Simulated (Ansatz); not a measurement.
# Lu in Ansatz: the effect of target pressure

The system is Lu.

```
Lu
1.0
     3.50310    0.00000    0.00000
    -1.75155    3.03377    0.00000
     0.00000    0.00000    5.55090
Lu
2
Cartesian
  1.7516 1.0113 4.1632
  0.0000 2.0225 1.3877
```

Alike in all runs:

```yaml
Program: Ansatz 0.2.0
Task: relaxation of cell and atoms
Functional: r2SCAN
Potentials_or_basis: Ansatz PAW
Cutoff: "500 eV (not typed: the program's choice for these potentials)"
k_mesh: 9 × 9 × 5
Occupations: fermi-dirac, width 0.05 eV
Spin: no spin polarisation
```

Each run relaxes the cell or the atoms first.

```tsv
target pressure	relaxed volume (Å³/atom)
0 GPa	29.09
2 GPa	?
5 GPa	26.50
10 GPa	24.66
20 GPa	21.95
30 GPa	20.11
```

Question: What does the run with target pressure 2 GPa give?

Answer: Relaxed volume 27.93 Å³/atom.

Worked out: In Murnaghan's law V^(-B') rises as a straight line in P. The other rows fit best with B' = 2.6, V0 = 29.06 Å³/atom and B0 = 49 GPa, which gives 27.95 Å³/atom at 2 GPa, against the run's 27.93.

Caveats: the plane-wave basis is chosen anew once the cell has moved, so the energies of steps on either side of that aren't comparable; the PAW data sets come from PBE, with cores solved anew for the run's functional, which leaves a small shift of forces and pressure; the volume moved by over 15 % at a fixed basis, so the end points are rough (some runs).
